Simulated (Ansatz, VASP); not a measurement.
**Two plane-wave programs on ZnO**

```
Zn O
1.0
     3.24940    0.00000    0.00000
    -1.62470    2.81406    0.00000
     0.00000    0.00000    5.20380
Zn O
2 2
Direct
  0.33333 0.66667 0.00000
  0.66667 0.33333 0.50000
  0.33333 0.66667 0.38210
  0.66667 0.33333 0.88210
```

Alike in both runs: task electric field gradients; functional PBE; k mesh 8 × 8 × 5; occupations fermi-dirac, width 0.01 eV; no spin polarisation.

|  | VASP | Ansatz |
| --- | --- | --- |
| version | VASP 6.6.1 | Ansatz 0.2.0 |
| potentials or method | VASP PAW PBE potentials, release 64 (Zn, O) | PAW with Ansatz's default frozen-core files, scalar-relativistic |
| plane-wave cutoff (eV) | 520 | 420 |
| valence electrons in the cell | 36 | 36 |

Ansatz gave:

| Quantity | Value |
| --- | --- |
| gap on the k mesh at the Fermi level (eV) | 0.80 |
| pressure (GPa) | 4.9 |
| largest component of the traceless stress (GPa) | 0.21 |
| rms of the force components (eV/Å) | 0.018 |
| Vzz of the field gradient on the site that differs most (V/Å²) | 7.5 |

**Question.** Estimate VASP's values.

**Answer.** gap on the k mesh at the Fermi level (eV): 0.79; pressure (GPa): 6.0; largest component of the traceless stress (GPa): 0.17; rms of the force components (eV/Å): 0.019; Vzz of the field gradient on the site that differs most (V/Å²): 7.6.

Atom by atom the forces differ by 0.001 eV/Å (rms over components). The functional is the same, so the differences come from potentials, cutoffs and numerics.

As with any semilocal functional, this PBE gap is likely too small.
